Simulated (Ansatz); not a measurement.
Mg, space group Fm-3m: an equation of state with a fit, run with the Python package of Ansatz (0.2.0).

Script `run_eos.py`:
```python
import ansatz as az
import numpy as np

VECTORS = np.array([
    [0.0, 2.244256, 2.244256],
    [2.244256, 0.0, 2.244256],
    [2.244256, 2.244256, 0.0],
])
SITES = [
    ("Mg", (0.0, 0.0, 0.0)),
]


def make_crystal(cell):
    crystal = az.Crystal(lattice=az.Lattice.of(cell))
    for symbol, position in SITES:
        crystal = crystal.atom(symbol, position)
    return crystal

volumes, energies, pressures = [], [], []
for scale in np.linspace(0.9, 1.1, 9):
    cell = VECTORS * scale ** (1 / 3)
    calculation = make_crystal(cell).calculation()
    calculation = calculation.pseudopotentials("paw")
    calculation = calculation.occupations("cold", width=0.05).basis(500)
    calculation = calculation.kpoints(9, 9, 9)
    calculation = calculation.stress()
    report = calculation.run(threads=1).report
    volumes.append(abs(np.linalg.det(cell)) / len(SITES))
    energies.append(report["free_energy_ev"] / len(SITES))
    pressures.append(np.trace(report["stress_gpa"]) / 3)
    print(f"V = {volumes[-1]:8.4f} A^3/atom  F = {energies[-1]:.5f} eV/atom  P = {pressures[-1]:8.3f} GPa")

x = np.array(volumes) ** (-2 / 3)
poly = np.polynomial.Polynomial.fit(x, energies, 3).convert()
roots = poly.deriv().roots()
x0 = min((r.real for r in roots if abs(r.imag) < 1e-9 and poly.deriv(2)(r.real) > 0), key=lambda r: abs(r - x.mean()))
v0 = x0 ** -1.5
b0 = 4 / 9 * poly.deriv(2)(x0) * v0 ** (-7 / 3) * 160.21766
b1 = 4 + 2 / 3 * x0 * poly.deriv(3)(x0) / poly.deriv(2)(x0)
print(f"V0 = {v0:.4f} A^3/atom, B0 = {b0:.1f} GPa, dB/dP = {b1:.2f}")
```

From its runs, with one value withheld:

| V (Å³/atom) | F less the lowest row shown (meV/atom) |
| --- | --- |
| 20.346 | ? |
| 20.912 | 27.61 |
| 21.477 | 14.73 |
| 22.042 | 6.16 |
| 22.607 | 1.39 |
| 23.172 | 0.00 |
| 23.738 | 1.61 |
| 24.303 | 5.89 |
| 24.868 | 12.55 |

What is the missing energy at 20.346 Å³ an atom?

A third-order Birch-Murnaghan fit, E = E0 + (9 V0 B0 / 16) [(t - 1)³ B' + (t - 1)² (6 - 4t)] with t = (V0/V)^(2/3), through the 8 rows shown gives V0 = 23.141 Å³, B0 = 35.0 GPa, B' = 3.82 and E0 = -0.01 meV. At V = 20.346 Å³, t = 1.08957, and the fit extrapolates to 45.32 meV. The run gave 45.35 meV, a miss of 0.03 meV.

For a metal this k-point mesh is coarse: on a finer one energies can move by several to tens of meV an atom and pressures by half a GPa or more, differences at one mesh by less. Pressure is positive in compression. No functional is typed, so the default, PBE, holds. This isn't the structure that Mg takes at ambient conditions.
